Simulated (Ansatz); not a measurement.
Clusters are cut from relaxed bulk BAs (F-43m, 13.90 Å³/atom, gap on the mesh 1.20 eV) and relaxed in a periodic box with vacuum; the excess energy counts from that bulk. Caps count from half an H2 molecule.

Method: DFT PBE, scalar-relativistic, plane waves, PAW in Ansatz.

Cutoff 420 eV, Gaussian smearing of 0.05 eV, energies at zero smearing, symmetry of each start kept, no spin polarisation.

```tsv
start	atoms	k mesh	excess energy (eV per host atom)	gap on the mesh (eV)	highest filled level or Fermi level under vacuum (eV)
BAsH6, sphere cut	8	1×1×1	0.245	6.02	7.39
B3As3H14, sphere cut*	20	1×1×1	0.195	4.70	6.66
B4As4H16, sphere cut	24	1×1×1	0.156	4.00	6.03
```

* ends far from its start.

Each run keeps its start's symmetry and one magnetic start, so lower states can exist.

Cost: 3 runs of about 12 core-minutes in all, on Arm Neoverse V1 (shared hosts).